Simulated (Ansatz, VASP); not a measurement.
## W: VASP beside Ansatz

File INCAR:

```
SYSTEM = W
PREC = Accurate ; ENCUT = 520
EDIFF = 1E-6 ; ISMEAR = -1
SIGMA = 0.1 ; LREAL = .False.
LASPH = .True. ; NELM = 80
ALGO = Normal ; ISIF = 2
LWAVE = .False. ; LCHARG = .True.
GGA = B5 ; ALDAX = 1.0
AGGAX = 1.0 ; AGGAC = 1.0
ALDAC = 0.0 ; LELF = .True.
LVHAR = .True. ; NBANDS = 13
```

Contents of KPOINTS:

```
Automatic mesh
0
Gamma
  13 13 13
  0 0 0
```

Contents of POSCAR:

```
W
1.0
    2.5994109322      0.0000000000      0.0000000000
    0.0000000000      2.5994109322      0.0000000000
    0.0000000000      0.0000000000      2.5994109322
W
1
Direct
    0.0000000000      0.0000000000      0.0000000000
```

Input for Ansatz:

```yaml
crystal:
  lattice:
    - [2.5994109322, 0.0, 0.0]
    - [0.0, 2.5994109322, 0.0]
    - [0.0, 0.0, 2.5994109322]
  atoms:
    - { symbol: W, position: [0.0, 0.0, 0.0] }
hamiltonian:
  xc: blyp
  pseudopotentials:
    kind: paw
    azcp:
      W: "pseudopotentials/W.paw.azcp"
basis:
  ecutwfc: 420
  fft_grid_basis: typed
kpoints:
  mp_grid: { grid: [13, 13, 13], shift: [0, 0, 0] }
magnetization:
  spin_polarized: false
scf:
  occupations: { method: fermi_dirac, width: 0.1 }
  lower_state_search: "off"
output:
  stress: true
```

Alike in both runs: task single point; functional BLYP; k mesh 13 × 13 × 13; occupations fermi-dirac, width 0.1 eV; no spin polarisation.

```csv
,VASP,Ansatz
version,VASP 6.6.1,Ansatz 0.2.0
potentials or method,"VASP PAW PBE potentials, release 64 (W_sv)","plane waves (420 eV) with PAW, scalar-relativistic"
plane-wave cutoff (eV),520,420
valence electrons in the cell,14,14
```

```tsv
	VASP	Ansatz	Ansatz less VASP
pressure (GPa)	20.2	18.5	-1.75
```

Caveats: so large a pressure means that the cell lies far from this level's equilibrium, or that cutoff or potentials fall short (VASP); the potentials were made for another functional, which shifts forces and pressure (VASP). Spin-orbit coupling is left out, which matters for the levels of W.
